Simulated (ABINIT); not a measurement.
A run of ABINIT 10.8.3 (patched build) is set up as follows.

The input run.abi:

```
# Pseudopotentials
pp_dirpath "./"
pseudos "Ga.GGA_PBE-JTH.xml, N.GGA_PBE-JTH.xml"

# Structure
acell 3*1.0
rprim
     6.0689268552     0.0000000000     0.0000000000
    -3.0344634276     5.2558448304     0.0000000000
     0.0000000000     0.0000000000    19.5715911166
ntypat 2
znucl 31 7
natom 8
typat 1 1 1 1 2 2 2 2
xred
    -0.0094530000    -0.0148580000     0.7839010000
     0.6788250000     0.3442820000     0.0356210000
     0.3350580000     0.6747020000     0.5351120000
    -0.0030020000     0.0094200000     0.2894580000
     0.0043100000     0.0095360000     0.0942020000
     0.6604990000     0.3283390000     0.3435770000
    -0.0007360000     0.0019370000     0.5942870000
     0.3144890000     0.6768220000     0.8449700000
chkprim 0
chksymtnons 0
tolsym 1.0e-6

# Plane-wave basis
ecut 26.0
pawecutdg 48.0
pawxcdev 0

# k points
kptopt 1
ngkpt 10 10 3
nshiftk 1
shiftk 0.0 0.0 0.0

# Exchange and correlation
ixc 11

# Bands and occupations
nband 44
occopt 3
tsmear 0.05 eV

# SCF cycle
nstep 100
tolvrs 1.0e-9

# Output
iomode 3
prtwf 0
prteig 0
prtebands 0
enunit 2
prtden 1
prtvha 1
prtvclmb 1
prtpot 1
```

Potentials or basis: JTH PAW PBE v2.0.

Launch:

```console
$ mpirun --bind-to none -np 4 abinit run.abi > log 2>&1
```

Task: Predict the pressure.

Result: 0.2 GPa.

Task: What does it give for the band gap on the k mesh?

Result: 0.80 eV, direct.

Task: Estimate the largest force.

Result: 1.363 eV/Å.

Forces in eV/Å, atoms in the order of the input:
```
Ga  -0.985  0.876  0.349
Ga  -0.149 -0.067  0.048
Ga   0.019 -0.154  0.124
Ga   0.232 -0.482 -0.838
N    0.233  0.016 -0.091
N   -0.196  0.451  0.764
N   -0.081  0.180 -0.679
N    0.928 -0.819  0.324
```
